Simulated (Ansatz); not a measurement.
**CoO under changes of volume**

One of the cells (9.684 Å³/atom); the others are scaled copies at fixed shape and fractional positions:

```
Co O
1.0
     0.00000    2.13150    2.13150
     2.13150    0.00000    2.13150
     2.13150    2.13150    0.00000
Co O
1 1
Direct
  0.00000 0.00000 0.00000
  0.50000 0.50000 0.50000
```

- Program: Ansatz 0.2.0
- Functional: PBE
- Potentials or basis: Ansatz PAW
- Cutoff: 420 eV (not typed: the program's choice for these potentials)
- k mesh: 11 × 11 × 11
- Occupations: fermi-dirac, width 0.05 eV
- Spin: collinear spin, ferromagnetic start
- Starting moments: [2.0, 0.0] μB

| volume (Å³/atom) | energy over the lowest point (meV/atom) | pressure (GPa) | moment (μB per cell) |
| --- | --- | --- | --- |
| 9.103 | 12.89 | 9.4 | 2.77 |
| 9.297 | 3.97 | 5.3 | 2.83 |
| 9.490 | 0.00 | 1.5 | 2.88 |
| 9.684 | 0.21 | -1.8 | 2.93 |
| 9.878 | ? | ? | ? |
| 10.071 | 12.25 | -7.9 | 2.98 |
| 10.265 | 23.62 | -10.6 | 2.99 |

Q: What does the run at 9.878 Å³/atom give?

A: Energy over the lowest point 4.39 meV/atom; pressure -5.0 GPa; moment 2.96 μB per cell.

Worked out: A Birch-Murnaghan fit of order 3 (a polynomial in V^(-2/3)) to the other rows has its minimum at 9.58 Å³/atom with B0 = V·E''(V) = 171 GPa and B' = 3.1. It gives 4.42 meV/atom at 9.878 Å³/atom, against the run's 4.39, and -dE/dV = -5.1 GPa, against -5.0. A parabola through the other rows of the moment, of slope 0.138 μB per Å³/atom there, gives 2.96 μB, against the run's 2.96.

Energies are extrapolated to zero smearing.

Caveats: a cell with one magnetic atom can't hold antiferromagnetic order, which such compounds often take.
